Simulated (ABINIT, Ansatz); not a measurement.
Planning a run of ABINIT 10.8.3 on GaAs (F-43m). The input:

```
acell 3*1.0 Angstrom
rprim 
  0.000000000000 2.826850000000 2.826850000000
  2.826850000000 0.000000000000 2.826850000000
  2.826850000000 2.826850000000 -0.000000000000
ntypat 2
znucl 31 33
natom 2
typat 1 2
xred 
  0.000000000000 0.000000000000 0.000000000000
  0.250000000000 0.250000000000 0.250000000000
pp_dirpath "pseudos"
pseudos "Ga.upf, As.upf"
ecut 45
ngkpt 6 6 6
nshiftk 1
shiftk 0 0 0
kptopt 1
chksymbreak 0
istwfk *1
occopt 1
irdwfk 1
optdriver 4
nband 140
gwcalctyp 0
ecutsigx 45
symsigma 1
nkptgw 1
kptgw 
  0.0000000000 0.0000000000 0.0000000000
bdgw 
  20 26
ecuteps 6.5
irdscr 1
ppmodel 1
indata_prefix "in"
outdata_prefix "out"
tmpdata_prefix "tmp"
```

```sh
OMP_NUM_THREADS=1 mpirun -n 4 abinit run.abi > log
```

Question: How long will it take on 4 MPI ranks of Intel Xeon 6975P-C (Granite Rapids), shared host, and how much memory?

It took 18 s; on shared hardware allow 9 s to 36 s. Peak host memory was 1.8 GiB.

[Long decimals in the printed logs are rounded to 6 places.]

[Logs are printed without paths, hosts, clocks, repeated set-up lines and the standing remarks that a program may print on its own settings, such as how far it seeks lower states.]

[Paths, hosts, dates, memory and timing lines, banners, echoed tables and standing remarks are left out of the program output; an Ansatz launch command may be rebuilt from the run's recorded settings. Measured values are a selection of at most five: reports struck by readers or far from the other reports are left out. None is set beside runs whose start may be inverted or whose files or cutoffs have a known fault.]

[Runs of the session that timed out or met a known fault of the program may be left out.]

[Hosts, paths, dates, database ids (printed as entryN), source tags and the programs' standing remarks are cut or masked in the printed files.]

[G0W0 gaps are taken among the corrected bands and points alone; a level outside them can change the order at an edge.]

[Where Ansatz stands beside ABINIT at settings called matched, ABINIT's density can come from a denser mesh and the files from another edition; pairs whose starting gaps differed by over 0.03 eV were left out, so agreement reads better than it is.]
